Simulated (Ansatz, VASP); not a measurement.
# Two plane-wave programs on Ni

```xyz
1
Lattice="0.0000 1.7740 1.7740 1.7740 0.0000 1.7740 1.7740 1.7740 0.0000" Properties=species:S:1:pos:R:3 pbc="T T T"
Ni    0.0000    0.0000    0.0000
```

Alike in both runs: task single point; functional PBE; k mesh 12 × 12 × 12; occupations gaussian, width 0.05 eV; collinear spin.

|  | VASP | Ansatz |
| --- | --- | --- |
| version | VASP 6.6.1 | Ansatz 0.2.0 |
| potentials or method | VASP PAW PBE potentials, release 64 (Ni) | PAW, plane waves, scalar-relativistic |
| plane-wave cutoff (eV) | 520 | 420 |
| valence electrons in the cell | 10 | 18 |

```csv
,VASP,Ansatz,Ansatz less VASP
pressure (GPa),-4.3,-4.3,-0.01
net moment per atom (μB),0.69,0.70,+0.009
size of the moment on the site where the two differ most (μB),0.71,0.74,+0.037
```

Site moments also hang on the region over which each program counts them. The two sets of potentials don't hold the same shells in valence.
